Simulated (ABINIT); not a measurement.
TiB2:

```xyz
3
Lattice="3.0292 0.0000 0.0000 -1.5146 2.6234 0.0000 0.0000 0.0000 3.2284" Properties=species:S:1:pos:R:3 pbc="T T T"
Ti    0.0000    0.0000    0.0000
B     1.5146    0.8745    1.6142
B     0.0000    1.7489    1.6142
```

Base run:

| Item | Value |
| --- | --- |
| Program | ABINIT 10.8.3 (patched build) |
| Functional | rPW86PBE |
| Potentials or basis | JTH PAW PBE v2.0 |
| Cutoff | 408 eV |
| k mesh | 10 × 10 × 8 |
| Occupations | fermi-dirac, width 0.05 eV |
| Spin | no spin polarisation |

Its results: band gap on the k mesh none (metal or under the smearing width); pressure 3.9 GPa.

**Question.** The run is repeated on the same cell with these changes: functional from rPW86PBE to PBEsol; potentials or basis from JTH PAW PBE v2.0 to PseudoDojo NC SR PBEsol v0.4 stringent; cutoff from 408 eV to 1143 eV. What comes out?

**Answer.** Band gap on the k mesh none (metal or under the smearing width); pressure -4.7 GPa.

Caveats: the PAW data sets were made with another functional, which shifts forces and pressure a little (some runs); the atomic spheres overlap (some runs).
